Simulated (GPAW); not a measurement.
# ZnSe (Stilleite) (F-43m) in GPAW: further runs, part 2 of 3

GPAW 26.7.0. The steps go on from the part before.

## 3. Equation of state, revPBE+D4

run.py reads:

```python
import spglib
from ase import Atoms
from ase.calculators.mixing import SumCalculator
from ase.eos import EquationOfState
from ase.io import Trajectory, read
from ase.units import GPa
from dftd4.ase import DFTD4
from gpaw import GPAW, PW

atoms = read('ZnSe.cif')
cell, positions, numbers = spglib.find_primitive(
    (atoms.cell[:], atoms.get_scaled_positions(), atoms.numbers), symprec=1e-4)
atoms = Atoms(numbers, cell=cell, scaled_positions=positions, pbc=True)

traj = Trajectory('eos.traj', 'w')
volumes, energies = [], []
for x in [0.94, 0.96, 0.98, 1.0, 1.02, 1.04, 1.06]:
    a = atoms.copy()
    a.set_cell(atoms.cell * x**(1 / 3), scale_atoms=True)
    calc = GPAW(mode=PW(600),
                xc='revPBE',
                kpts={'size': (7, 7, 7), 'gamma': True},
                occupations={'name': 'fermi-dirac', 'width': 0.05},
                nbands=18,
                convergence={'density': 1e-05, 'energy': 1e-05},
                maxiter=150,
                txt=f'eos-{x:.2f}.txt')
    a.calc = SumCalculator([calc, DFTD4(method='revpbe')])
    energies.append(a.get_potential_energy())
    volumes.append(a.get_volume())
    p = -a.get_stress()[:3].mean() / GPa
    calc.write(f'eos-{x:.2f}.gpw')
    traj.write(a)
    print(f'{x:.2f} {volumes[-1]:10.4f} A^3 {energies[-1]:14.6f} eV {p:9.3f} GPa', flush=True)

v0, e0, B = EquationOfState(volumes, energies, eos='birchmurnaghan').fit()
print(f'V0 = {v0:.4f} A^3, E0 = {e0:.6f} eV, B0 = {B / GPa:.2f} GPa')
```

ZnSe.cif reads:

```cif
data_ZnSe
_cell_length_a 5.66760000
_cell_length_b 5.66760000
_cell_length_c 5.66760000
_cell_angle_alpha 90.00000000
_cell_angle_beta 90.00000000
_cell_angle_gamma 90.00000000
_space_group_name_H-M_alt 'F-43m'
_space_group_name_Hall 'F -4 2 3'
_space_group_IT_number 216
loop_
_space_group_symop_operation_xyz
'x,y,z'
'y,-x,-z'
'-x,-y,z'
'-y,x,-z'
'x,-y,-z'
'y,x,z'
'-x,y,-z'
'-y,-x,z'
'z,x,y'
'-z,y,-x'
'z,-x,-y'
'-z,-y,x'
'-z,x,-y'
'z,y,x'
'-z,-x,y'
'z,-y,-x'
'y,z,x'
'-x,-z,y'
'-y,z,-x'
'x,-z,-y'
'-y,-z,x'
'x,z,y'
'y,-z,-x'
'-x,z,-y'
'x,y+1/2,z+1/2'
'y,-x+1/2,-z+1/2'
'-x,-y+1/2,z+1/2'
'-y,x+1/2,-z+1/2'
'x,-y+1/2,-z+1/2'
'y,x+1/2,z+1/2'
'-x,y+1/2,-z+1/2'
'-y,-x+1/2,z+1/2'
'z,x+1/2,y+1/2'
'-z,y+1/2,-x+1/2'
'z,-x+1/2,-y+1/2'
'-z,-y+1/2,x+1/2'
'-z,x+1/2,-y+1/2'
'z,y+1/2,x+1/2'
'-z,-x+1/2,y+1/2'
'z,-y+1/2,-x+1/2'
'y,z+1/2,x+1/2'
'-x,-z+1/2,y+1/2'
'-y,z+1/2,-x+1/2'
'x,-z+1/2,-y+1/2'
'-y,-z+1/2,x+1/2'
'x,z+1/2,y+1/2'
'y,-z+1/2,-x+1/2'
'-x,z+1/2,-y+1/2'
'x+1/2,y,z+1/2'
'y+1/2,-x,-z+1/2'
'-x+1/2,-y,z+1/2'
'-y+1/2,x,-z+1/2'
'x+1/2,-y,-z+1/2'
'y+1/2,x,z+1/2'
'-x+1/2,y,-z+1/2'
'-y+1/2,-x,z+1/2'
'z+1/2,x,y+1/2'
'-z+1/2,y,-x+1/2'
'z+1/2,-x,-y+1/2'
'-z+1/2,-y,x+1/2'
'-z+1/2,x,-y+1/2'
'z+1/2,y,x+1/2'
'-z+1/2,-x,y+1/2'
'z+1/2,-y,-x+1/2'
'y+1/2,z,x+1/2'
'-x+1/2,-z,y+1/2'
'-y+1/2,z,-x+1/2'
'x+1/2,-z,-y+1/2'
'-y+1/2,-z,x+1/2'
'x+1/2,z,y+1/2'
'y+1/2,-z,-x+1/2'
'-x+1/2,z,-y+1/2'
'x+1/2,y+1/2,z'
'y+1/2,-x+1/2,-z'
'-x+1/2,-y+1/2,z'
'-y+1/2,x+1/2,-z'
'x+1/2,-y+1/2,-z'
'y+1/2,x+1/2,z'
'-x+1/2,y+1/2,-z'
'-y+1/2,-x+1/2,z'
'z+1/2,x+1/2,y'
'-z+1/2,y+1/2,-x'
'z+1/2,-x+1/2,-y'
'-z+1/2,-y+1/2,x'
'-z+1/2,x+1/2,-y'
'z+1/2,y+1/2,x'
'-z+1/2,-x+1/2,y'
'z+1/2,-y+1/2,-x'
'y+1/2,z+1/2,x'
'-x+1/2,-z+1/2,y'
'-y+1/2,z+1/2,-x'
'x+1/2,-z+1/2,-y'
'-y+1/2,-z+1/2,x'
'x+1/2,z+1/2,y'
'y+1/2,-z+1/2,-x'
'-x+1/2,z+1/2,-y'
loop_
_atom_site_label
_atom_site_type_symbol
_atom_site_symmetry_multiplicity
_atom_site_Wyckoff_symbol
_atom_site_fract_x
_atom_site_fract_y
_atom_site_fract_z
_atom_site_occupancy
Se1 Se 4 c 0.2500000000 0.2500000000 0.2500000000 1
Zn1 Zn 4 a 0.0000000000 0.0000000000 0.0000000000 1
```

Potentials or basis: the program's PAW data sets (release 1.2.1) made for this functional, pw.

Started as:

```bash
$ OMP_NUM_THREADS=1 python run.py
```

Run time: 65 s. Hardware: 1 thread of Intel Xeon Platinum 8488C (Sapphire Rapids), shared host; peak memory 0.25 GiB.

It converged, with:

```yaml
Equilibrium_volume: 22.52 Å³/atom
Bulk_modulus: 64 GPa
Pressure_derivative_of_the_bulk_modulus: 4.6
```

Energy against volume, from the lowest point:
| volume (Å³/atom) | energy (meV/atom) |
| --- | --- |
| 21.391 | 12.00 |
| 21.846 | 3.84 |
| 22.301 | 0.00 |
| 22.757 | 0.06 |
| 23.212 | 3.58 |
| 23.667 | 10.18 |
| 24.122 | 19.55 |

## 4. Band structure, BP86, spin-orbit coupling, no magnetisation

run.py reads:

```python
import numpy as np
from ase.dft.bandgap import bandgap
from ase.io import write
from ase.spacegroup import crystal
from ase.units import GPa
from gpaw import GPAW, PW, setup_paths
from gpaw.spinorbit import soc_eigenstates

setup_paths.insert(0, '.')

# Se 4c
# Zn 4a
atoms = crystal(['Se', 'Zn'],
                basis=[[0.25, 0.25, 0.25],
                       [0.0, 0.0, 0.0]],
                spacegroup=216, setting=1,  # F-43m
                cellpar=[5.6676, 5.6676, 5.6676, 90.0, 90.0, 90.0],
                primitive_cell=True)

calc = GPAW(mode=PW(600),
            xc='GGA_X_B88+GGA_C_P86',
            kpts={'size': (7, 7, 7), 'gamma': True},
            occupations={'name': 'fermi-dirac', 'width': 0.05},
            nbands=18,
            convergence={'density': 1e-05, 'energy': 1e-05},
            maxiter=150,
            txt='gpaw.txt')
atoms.calc = calc
energy = atoms.get_potential_energy()
forces = atoms.get_forces()
stress = atoms.get_stress()
calc.write('gs.gpw')
write('result.traj', atoms)
print(f'Energy: {energy:.6f} eV')
print('Forces (eV/A):')
print(forces.round(4))
print('Stress (GPa):', (stress / GPa).round(3))
print('Fermi level:', round(calc.get_fermi_level(), 4), 'eV')
print(f'Gap: {bandgap(calc)[0]:.4f} eV, direct: {bandgap(calc, direct=True)[0]:.4f} eV')

path = atoms.cell.bandpath('GXWKGLUWLK,UX', npoints=80, eps=1e-4)
bs_calc = calc.fixed_density(kpts=path, symmetry='off', nbands=29,
                             convergence={'bands': 'CBM+6.0', 'eigenstates': 1e-6}, txt='bands.txt')
bs = bs_calc.band_structure()
bs.write('bs.json')
print(f'Gap on the path: {bandgap(bs_calc)[0]:.4f} eV')

soc = soc_eigenstates(bs_calc, theta=90, phi=0)
np.savetxt('soc_bands.dat', soc.eigenvalues(), fmt='%.4f')
mesh = soc_eigenstates('gs.gpw', theta=90, phi=0)
np.savetxt('soc_mesh.dat', mesh.eigenvalues(), fmt='%.4f')
print('Fermi level with spin-orbit coupling:', round(mesh.fermi_level, 4), 'eV')
```

Potentials or basis: PAW data sets generated in the run's folder for this functional, pw.

Started as:

```bash
$ gpaw-setup -f GGA_X_B88+GGA_C_P86 Se Zn
$ OMP_NUM_THREADS=1 python run.py
```

gpaw.txt:

```text
__  _  _
 | _ |_)|_||  |
 |__||  | ||/\| - 26.7.0

Input parameters:
  mode=PW(ecut=600.0),
  convergence={'density': 1e-05, 'energy': 1e-05},
  kpts=MonkhorstPack(size=(7, 7, 7), gamma=True),
  maxiter=150,
  nbands=18,
  occupations=Occupations(name='fermi-dirac', width=0.05),
  xc=XC(name='GGA_X_B88+GGA_C_P86')

Diagonalizing LCAO Hamiltonian
Converting LCAO to pw mode

           Se

       Zn

Atoms  # Å, Bohr magnetons
|   | symbol |        x |        y |        z |    initial magnetic moments |
|---|--------|----------|----------|----------|-----------------------------|
| 0 |     Se | 1.416900 | 1.416900 | 1.416900 | ( 0.0000,  0.0000,  0.0000) |
| 1 |     Zn | 0.000000 | 0.000000 | 0.000000 | ( 0.0000,  0.0000,  0.0000) |

Unit cell  # Å
| periodic |        x |        y |        z |  lengths |    angles |
|----------|----------|----------|----------|----------|-----------|
|      yes | 0.000000 | 2.833800 | 2.833800 | 4.007598 | 60.000000 |
|      yes | 2.833800 | 0.000000 | 2.833800 | 4.007598 | 60.000000 |
[... 175 lines left out ...]
Converged in 9 steps
Energy contributions relative to reference atoms: (reference = -114997.320994)

Energy contributions:
  Kinetic:          14.044547
  Coulomb:         -12.091436
  Zero:             -0.023597
  External:          0.000000
  Xc:               -7.801212
  Entropy:          -0.000000
  Spinorbit:         0.000000
  ----------------------------
  Free energy:      -5.871698
  Extrapolated:     -5.871698

dipole moment: (-14.396228, -14.396228, -14.396228)  # |e|*Ang

Fermi level: 4.414
Eigenvalues  # (at kpt = [0.000, 0.000, 0.000])
| band index |      eig [eV] | occ [0-2] |
|------------|---------------|-----------|
|          0 |        -9.506 |     2.000 |
|          1 |        -2.796 |     2.000 |
|          2 |        -2.796 |     2.000 |
|          3 |        -2.796 |     2.000 |
|          4 |        -2.433 |     2.000 |
|          5 |        -2.433 |     2.000 |
[... 10 lines left out ...]
|         16 |        16.852 |     0.000 |
|         17 |        16.852 |     0.000 |

Gap: 1.242 eV
Transition (v -> c):
  (s=0, k=0, n=8, [0.00, 0.00, 0.00]) -> (s=0, k=0, n=9, [0.00, 0.00, 0.00])
No difference between direct/indirect transitions

Forces  # eV/Ang
|       x |        y |        z |
|---------|----------|----------|
| 0.00000 | -0.00000 | -0.00000 |  # Se   0
| 0.00000 |  0.00000 | -0.00000 |  # Zn   1

Stress tensor  # eV/Ang^3
|         x |         y |         z |
|-----------|-----------|-----------|
| -0.012968 | -0.000000 | -0.000000 |
| -0.000000 | -0.012968 |  0.000000 |
| -0.000000 |  0.000000 | -0.012968 |

# Writing to gs.gpw (mode='')
```

It took 42 s on 1 thread of Intel Xeon Platinum 8488C (Sapphire Rapids), shared host; peak memory 0.29 GiB.

Results:

```yaml
Free_energy: -5.8717 eV
Pressure: 2.1 GPa
Band_gap_on_the_k_mesh: 1.11 eV, direct
Band_gap_along_the_path: 1.11 eV, direct
```

Levels at the corners of the path, in eV from the valence-band top:
```tsv
point	band 15	band 16	band 17	band 18	band 19	band 20	band 21	band 22
Γ	0.00	0.00	0.00	0.00	1.11	1.11	5.57	5.57
X	-2.40	-2.40	-2.22	-2.22	2.87	2.87	3.32	3.32
W	-3.00	-2.82	-2.77	-2.75	5.23	5.37	5.43	5.48
K	-3.27	-3.15	-1.91	-1.91	3.45	3.46	5.40	5.51
Γ	0.00	0.00	0.00	0.00	1.11	1.11	5.57	5.57
L	-1.12	-1.12	-0.88	-0.88	2.38	2.38	6.23	6.23
U	-3.27	-3.15	-1.91	-1.91	3.45	3.46	5.40	5.51
W	-3.00	-2.82	-2.77	-2.75	5.23	5.37	5.43	5.48
L	-1.12	-1.12	-0.88	-0.88	2.38	2.38	6.23	6.23
K	-3.27	-3.15	-1.91	-1.91	3.45	3.46	5.40	5.51
U	-3.27	-3.15	-1.91	-1.91	3.45	3.46	5.40	5.51
X	-2.40	-2.40	-2.22	-2.22	2.87	2.87	3.32	3.32
```

Caveat: spin-orbit coupling was added after a scalar SCF, so levels and gaps hold it while energy, forces, pressure and moments don't; this program's spin-orbit splittings come out too wide for heavy elements.

## 5. Band structure, TASK, spin-orbit coupling, no magnetisation

run.py reads:

```python
import numpy as np
from ase.dft.bandgap import bandgap
from ase.io import read, write
from ase.units import GPa
from gpaw import GPAW, PW
from gpaw.spinorbit import soc_eigenstates

atoms = read('ZnSe.xyz')

calc = GPAW(mode=PW(600),
            xc='MGGA_X_TASK+LDA_C_PW',
            kpts={'size': (7, 7, 7), 'gamma': True},
            occupations={'name': 'fermi-dirac', 'width': 0.05},
            nbands=18,
            convergence={'density': 1e-05, 'energy': 1e-05},
            maxiter=150,
            txt='gpaw.txt')
atoms.calc = calc
energy = atoms.get_potential_energy()
forces = atoms.get_forces()
stress = atoms.get_stress()
calc.write('gs.gpw')
write('result.traj', atoms)
print(f'Energy: {energy:.6f} eV')
print('Forces (eV/A):')
print(forces.round(4))
print('Stress (GPa):', (stress / GPa).round(3))
print('Fermi level:', round(calc.get_fermi_level(), 4), 'eV')
print(f'Gap: {bandgap(calc)[0]:.4f} eV, direct: {bandgap(calc, direct=True)[0]:.4f} eV')

path = atoms.cell.bandpath('GXWKGLUWLK,UX', npoints=60, eps=1e-4)
bs_calc = calc.fixed_density(kpts=path, symmetry='off', nbands=29,
                             convergence={'bands': 'CBM+6.0', 'eigenstates': 1e-6}, txt='bands.txt')
bs = bs_calc.band_structure()
bs.write('bs.json')
print(f'Gap on the path: {bandgap(bs_calc)[0]:.4f} eV')

soc = soc_eigenstates(bs_calc, theta=90, phi=45, ignore_xc_potential=True)
np.savetxt('soc_bands.dat', soc.eigenvalues(), fmt='%.4f')
mesh = soc_eigenstates('gs.gpw', theta=90, phi=45, ignore_xc_potential=True)
np.savetxt('soc_mesh.dat', mesh.eigenvalues(), fmt='%.4f')
print('Fermi level with spin-orbit coupling:', round(mesh.fermi_level, 4), 'eV')
```

ZnSe.xyz reads:

```xyz
2
Lattice="0.0000000000 2.8338000000 2.8338000000 2.8338000000 0.0000000000 2.8338000000 2.8338000000 2.8338000000 0.0000000000" Properties=species:S:1:pos:R:3 pbc="T T T"
Se     4.2507000000      4.2507000000      4.2507000000
Zn     0.0000000000      0.0000000000      0.0000000000
```

Potentials or basis: GPAW PAW data sets (gpaw-data 1.2.1), pw.

Started as:

```bash
$ OMP_NUM_THREADS=1 python run.py
```

Wall time 1.7 min (1 thread of Intel Xeon Platinum 8488C (Sapphire Rapids), shared host); peak memory 0.37 GiB.

The run converged. Its results:

* Free energy: 18.0516 eV
* Pressure: 4.7 GPa
* Band gap on the k mesh: 2.72 eV, direct
* Band gap along the path: 2.72 eV, direct

Levels at the corners of the path, in eV from the valence-band top:
| point | band 14 | band 15 | band 16 | band 17 | band 18 | band 19 | band 20 | band 21 | band 22 | band 23 |
| --- | --- | --- | --- | --- | --- | --- | --- | --- | --- | --- |
| Γ | -0.38 | 0.00 | 0.00 | 0.00 | 0.00 | 2.72 | 2.72 | 6.88 | 6.88 | 7.02 |
| X | -4.97 | -2.55 | -2.55 | -2.37 | -2.37 | 4.18 | 4.18 | 4.53 | 4.53 | 13.04 |
| W | -4.89 | -3.11 | -2.92 | -2.88 | -2.85 | 6.50 | 6.69 | 6.74 | 6.77 | 8.51 |
| K | -4.92 | -3.39 | -3.27 | -2.03 | -2.03 | 4.74 | 4.75 | 6.75 | 6.85 | 10.78 |
| Γ | -0.38 | 0.00 | 0.00 | 0.00 | 0.00 | 2.72 | 2.72 | 6.88 | 6.88 | 7.02 |
| L | -5.58 | -1.16 | -1.16 | -0.94 | -0.94 | 3.76 | 3.76 | 7.54 | 7.54 | 7.60 |
| U | -4.92 | -3.39 | -3.27 | -2.03 | -2.03 | 4.74 | 4.75 | 6.75 | 6.85 | 10.78 |
| W | -4.89 | -3.11 | -2.92 | -2.88 | -2.85 | 6.50 | 6.69 | 6.74 | 6.77 | 8.51 |
| L | -5.58 | -1.16 | -1.16 | -0.94 | -0.94 | 3.76 | 3.76 | 7.54 | 7.54 | 7.60 |
| K | -4.92 | -3.39 | -3.27 | -2.03 | -2.03 | 4.74 | 4.75 | 6.75 | 6.85 | 10.78 |
| U | -4.92 | -3.39 | -3.27 | -2.03 | -2.03 | 4.74 | 4.75 | 6.75 | 6.85 | 10.78 |
| X | -4.97 | -2.55 | -2.55 | -2.37 | -2.37 | 4.18 | 4.18 | 4.53 | 4.53 | 13.04 |

Caveat: spin-orbit coupling was added after a scalar SCF, so levels and gaps hold it while energy, forces, pressure and moments don't; this program's spin-orbit splittings come out too wide for heavy elements; the PAW data sets were made with another functional, which shifts forces and pressure a little.

(Continued in part 3 of 3.)
